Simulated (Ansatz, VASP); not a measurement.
# BeS in VASP and in Ansatz

The input INCAR:

```
SYSTEM = BeS
ALGO     = Normal         ! electronic algorithm
EDIFF    = 1E-6           ! SCF threshold, eV
ENCUT    = 520            ! plane-wave cutoff, eV
GGA      = PE             ! functional
ISIF     = 2              ! what is computed and relaxed
ISMEAR   = 0              ! smearing method
LASPH    = .TRUE.         ! aspherical terms in the spheres
LCHARG   = .FALSE.        ! write CHGCAR
LREAL    = .FALSE.        ! projectors in reciprocal space
LWAVE    = .FALSE.        ! write WAVECAR
NBANDS   = 11             ! bands
NELM     = 60             ! most SCF steps
PREC     = Accurate       ! precision mode
SIGMA    = 0.02           ! smearing width, eV
```

Contents of KPOINTS:

```
k-points
0
G
  8 8 8
  0 0 0
```

The input POSCAR:

```
BeS
1.0
    0.0000000000      2.4306745000      2.4306745000
    2.4306745000      0.0000000000      2.4306745000
    2.4306745000      2.4306745000      0.0000000000
Be S
1 1
Direct
    0.0000000000      0.0000000000      0.0000000000
    0.7500000000      0.7500000000      0.7500000000
```

Input for Ansatz:

```yaml
crystal:
  lattice:
    - [0.0, 2.4306745, 2.4306745]
    - [2.4306745, 0.0, 2.4306745]
    - [2.4306745, 2.4306745, 0.0]
  atoms:
    - { symbol: Be, position: [0.0, 0.0, 0.0] }
    - { symbol: S, position: [0.75, 0.75, 0.75] }
basis:
  ecutwfc: 420
kpoints:
  mp_grid: { grid: [8, 8, 8] }
hamiltonian:
  xc: pbe
scf:
  occupations: { method: gaussian, width: 0.02 }
output:
  forces: true
  stress: true
  eigenvalues: true
```

Alike in both runs: task single point; functional PBE; k mesh 8 × 8 × 8; occupations gaussian, width 0.02 eV; no spin polarisation.

```csv
,VASP,Ansatz
version,VASP 6.6.1,Ansatz 0.2.0
potentials or method,"VASP PAW PBE potentials, release 64 (Be, S)","scalar-relativistic, plane waves, PAW"
plane-wave cutoff (eV),520,420
valence electrons in the cell,8,8
```

VASP gave:

| Property | Result |
| --- | --- |
| gap on the k mesh at the Fermi level (eV) | 3.13 |
| least direct gap on the mesh (eV) | 5.67 |
| pressure (GPa) | 0.9 |

Problem. Which values does Ansatz return?

Solution. gap on the k mesh at the Fermi level (eV): 3.13; least direct gap on the mesh (eV): 5.65; pressure (GPa): 0.9.

A k mesh can miss the band edges.
